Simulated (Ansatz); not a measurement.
## SiC (Moissanite) under changes of volume

One of the cells (10.341 Å³/atom); the others are scaled copies at fixed shape and fractional positions:

```xyz
4
Lattice="3.0760 0.0000 0.0000 -1.5380 2.6639 0.0000 0.0000 0.0000 5.0480" Properties=species:S:1:pos:R:3 pbc="T T T"
Si    1.5380    0.8880    2.5240
Si    0.0000    1.7759    0.0000
C     1.5380    0.8880    4.4675
C     0.0000    1.7759    1.9435
```

- Program: Ansatz 0.2.0
- Functional: LDA
- Potentials or basis: Ansatz PAW
- Cutoff: 420 eV (not typed: the program's choice for these potentials)
- k mesh: 10 × 10 × 5
- Occupations: fermi-dirac, width 0.05 eV
- Spin: no spin polarisation

```csv
volume (Å³/atom),energy over the lowest point (meV/atom),pressure (GPa),gap on the mesh (eV),largest force (eV/Å)
9.721,14.42,11.0,2.27,0.835
9.927,3.82,5.5,2.31,0.799
10.134,0.00,0.5,2.34,0.765
10.341,2.26,-4.0,2.37,0.733
10.548,10.08,-8.1,2.40,0.702
10.755,?,?,?,?
10.961,40.25,-15.1,2.39,0.646
```

Question: What does the run at 10.755 Å³/atom give?

Answer: Energy over the lowest point 22.90 meV/atom; pressure -11.7 GPa; gap on the mesh 2.42 eV; largest force 0.673 eV/Å.

Worked out: A Birch-Murnaghan fit of order 3 (a polynomial in V^(-2/3)) to the other rows has its minimum at 10.16 Å³/atom with B0 = V·E''(V) = 230 GPa and B' = 3.9 at fixed shape and positions, which overstates the stiffness. It gives 22.94 meV/atom at 10.755 Å³/atom, against the run's 22.90, and -dE/dV = -11.8 GPa, against -11.7. A parabola through the other rows of the gap, of slope 0.137 eV per unit of ln V there, gives 2.40 eV, against the run's 2.42.

Energies are extrapolated to zero smearing.

Caveats: odd divisions of the mesh miss points on the zone boundary, where band edges often lie, so the gap on the mesh can be too wide; the PAW data sets come from PBE, with cores solved anew for the run's functional, which leaves a small shift of forces and pressure.

A mesh can miss the band edges.
